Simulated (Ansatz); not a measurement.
## Sc: frozen-core PAW against all-electron methods

```
Sc
1.0
     0.00000    2.27050    2.27050
     2.27050    0.00000    2.27050
     2.27050    2.27050    0.00000
Sc
1
Direct
  0.00000 0.00000 0.00000
```

Conventional cell: a = 4.541 Å, b = 4.541 Å, c = 4.541 Å, α = 90.00°, β = 90.00°, γ = 90.00°. Sc (atom 1) is surrounded by 12 Sc at 3.21 Å.

The cell is COD entry 9008483, as deposited and not checked against the literature; nothing was relaxed.

Spin polarisation is left out, and whether a magnetic state lies lower isn't shown here.

Levels of theory: DFT, PBEsol, PAW with Ansatz's default frozen-core files, scalar-relativistic (Ansatz 0.2.0); DFT, PBEsol, all-electron LAPW, scalar-relativistic (Ansatz 0.2.0).

For PAW: a Γ-centred 12×12×12 k mesh, Fermi–Dirac smearing of 0.03 eV, cutoff 420 eV, no spin polarisation; the PAW files were made with PBE, and the program remakes their frozen cores for this functional. LAPW targets a basis error of 0.25 meV/atom. The Ansatz runs share mesh, smearing and spin set-up. Plane-wave (PAW) pressures include the program's estimate of the Pulay term.

Stress and pressure are positive in compression.

Levels count from the Fermi level.

```csv
quantity,PAW,LAPW
pressure (GPa),0.47,0.47
highest filled level at L (eV),-1.837,-1.838
lowest empty level at L (eV),0.333,0.335
highest filled level at K (eV),-0.449,-0.450
lowest empty level at K (eV),0.940,0.941
highest filled level at W (eV),-0.723,-0.724
lowest empty level at W (eV),0.222,0.222
```

PAW's pressure differs from the LAPW value by about 0.01 GPa or less.
